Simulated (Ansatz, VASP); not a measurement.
One calculation of SiRu, two programs

File INCAR:

```
  PREC = Accurate
  ENCUT = 520
  EDIFF = 1E-7
  ISMEAR = -1
  SIGMA = 0.05
  LREAL = False
  LASPH = True
  NELM = 100
  ALGO = Normal
  ISIF = 2
  LWAVE = False
  LCHARG = True
  GGA = PE
  LELF = True
  LVHAR = True
  NBANDS = 46
```

Contents of KPOINTS:

```
Automatic mesh
0
Gamma
  6 6 6
```

POSCAR

```
SiRu
1.0
    4.7085953800      0.0000000000      0.0000000000
    0.0000000000      4.7085953800      0.0000000000
    0.0000000000      0.0000000000      4.7085953800
Ru Si
4 4
Direct
    0.1294055100      0.1294055100      0.1294055100
    0.3705944900      0.8705944900      0.6294055100
    0.6294055100      0.3705944900      0.8705944900
    0.8705944900      0.6294055100      0.3705944900
    0.8375777300      0.8375777300      0.8375777300
    0.6624222700      0.1624222700      0.3375777300
    0.3375777300      0.6624222700      0.1624222700
    0.1624222700      0.3375777300      0.6624222700
```

input.yaml

```yaml
crystal:
  lattice:
    - [4.70859538, 0.0, 0.0]
    - [0.0, 4.70859538, 0.0]
    - [0.0, 0.0, 4.70859538]
  atoms:
    - { symbol: Ru, position: [0.12940551, 0.12940551, 0.12940551] }
    - { symbol: Ru, position: [0.37059449, 0.87059449, 0.62940551] }
    - { symbol: Ru, position: [0.62940551, 0.37059449, 0.87059449] }
    - { symbol: Ru, position: [0.87059449, 0.62940551, 0.37059449] }
    - { symbol: Si, position: [0.83757773, 0.83757773, 0.83757773] }
    - { symbol: Si, position: [0.66242227, 0.16242227, 0.33757773] }
    - { symbol: Si, position: [0.33757773, 0.66242227, 0.16242227] }
    - { symbol: Si, position: [0.16242227, 0.33757773, 0.66242227] }
hamiltonian:
  xc: pbe
  pseudopotentials: { kind: paw }
kpoints:
  mp_grid: { grid: [6, 6, 6] }
  band_path:
    path:
      - [[0.0, 0.0, 0.0], [0.0, 0.5, 0.0], [0.5, 0.5, 0.0], [0.0, 0.0, 0.0], [0.5, 0.5, 0.5], [0.0, 0.5, 0.0]]
      - [[0.5, 0.5, 0.0], [0.5, 0.5, 0.5]]
    npoints: 10
scf:
  occupations: { method: fermi_dirac, width: 0.05 }
  n_extra_bands: 20
output:
  forces: true
  stress: true
  eigenvalues: true
  fatbands: true
```

The cell comes from a database or a generator and needn't be the stable form of this composition.

Alike in both runs: functional PBE; k mesh 6 × 6 × 6; occupations fermi-dirac, width 0.05 eV; no spin polarisation.

```csv
,VASP,Ansatz
version,VASP 6.6.1,Ansatz 0.2.0
potentials or method,"VASP PAW PBE potentials, release 64 (Ru_pv, Si)",Ansatz PAW
plane-wave cutoff (eV),520,420
valence electrons in the cell,72,80
task,single point,band structure
```

Ansatz gave:

| Property | Result |
| --- | --- |
| gap on the k mesh at the Fermi level (eV) | 0.27 |
| least direct gap on the mesh (eV) | 0.33 |
| pressure (GPa) | 4.3 |
| rms of the force components (eV/Å) | 0.049 |

Which values does VASP return?

gap on the k mesh at the Fermi level (eV): 0.27; least direct gap on the mesh (eV): 0.33; pressure (GPa): 4.3; rms of the force components (eV/Å): 0.055.

Atom by atom the forces differ by 0.006 eV/Å (rms over components). With one functional, cell and mesh, what is left measures potentials, basis and numerics. The two sets of potentials don't hold the same shells in valence.

A k mesh can miss the band edges.
